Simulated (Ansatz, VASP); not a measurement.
**One calculation of AlN, two programs**

File POSCAR:

```
AlN
1.0
    0.0000000000      2.0491148942      2.0491148942
    2.0491148942      0.0000000000      2.0491148942
    2.0491148942      2.0491148942      0.0000000000
Al N
1 1
Direct
    0.0000000000      0.0000000000      0.0000000000
    0.5000000000      0.5000000000      0.5000000000
```

INCAR.step1

```
SYSTEM = AlN
PREC = Accurate ; ENCUT = 520
EDIFF = 1E-5 ; ISMEAR = 0
SIGMA = 0.01 ; LREAL = .FALSE.
LASPH = .TRUE. ; NELM = 100
ALGO = Normal ; ISIF = 2
LWAVE = .TRUE. ; LCHARG = .FALSE.
GGA = PE ; NBANDS = 11
```

INCAR.step2

```
SYSTEM = AlN
PREC = Accurate ; ENCUT = 520
EDIFF = 1E-6 ; ISMEAR = 0
SIGMA = 0.01 ; LREAL = .FALSE.
LASPH = .TRUE. ; NELM = 100
ALGO = Normal ; ISIF = 2
LWAVE = .FALSE. ; LCHARG = .FALSE.
GGA = PE ; LHFCALC = .TRUE.
AEXX = 0.25 ; PRECFOCK = Normal
HFRCUT = -1 ; ISTART = 1
NBANDS = 11
```

Contents of KPOINTS:

```
regular mesh
0
G
  6 6 6
  0 0 0
```

Input for Ansatz:

```yaml
crystal:
  lattice:
    - [0.0, 2.0491148942, 2.0491148942]
    - [2.0491148942, 0.0, 2.0491148942]
    - [2.0491148942, 2.0491148942, 0.0]
  atoms:
    - { symbol: Al, position: [0.0, 0.0, 0.0] }
    - { symbol: "N", position: [0.5, 0.5, 0.5] }
scf:
  occupations: { method: fixed }
output:
  forces: true
  stress: true
  eigenvalues: true
  write_density: true
  write_potential: true
  elf: true
  volumetric_format: npy
hamiltonian:
  xc: pbe0
basis:
  ecutwfc: 520
kpoints:
  mp_grid: { grid: [6, 6, 6] }
```

Alike in both runs: task single point; functional PBE0; k mesh 6 × 6 × 6; no spin polarisation.

|  | VASP | Ansatz |
| --- | --- | --- |
| version | VASP 6.6.1 | Ansatz 0.2.0 |
| potentials or method | VASP PAW PBE potentials, release 64 (Al, N) | scalar-relativistic, plane waves, PAW |
| plane-wave cutoff (eV) | 520 | 520 |
| occupations | gaussian, width 0.01 eV | fixed |
| valence electrons in the cell | 8 | 8 |

|  | VASP | Ansatz | Ansatz less VASP |
| --- | --- | --- | --- |
| gap on the k mesh at the Fermi level (eV) | 6.31 | 6.37 | +0.058 |
| least direct gap on the mesh (eV) | 7.32 | 7.32 | -0.002 |
| pressure (GPa) | -12.7 | -12.8 | -0.09 |

Ansatz warned: «stress_exchange_threshold_loose».

Caveats: the k mesh is coarse (spacing up to 0.44 Å⁻¹), so the values aren't converged, least of all with exact exchange; the PAW data sets were made with another functional, which shifts forces and pressure a little (VASP). A k mesh can miss the band edges.
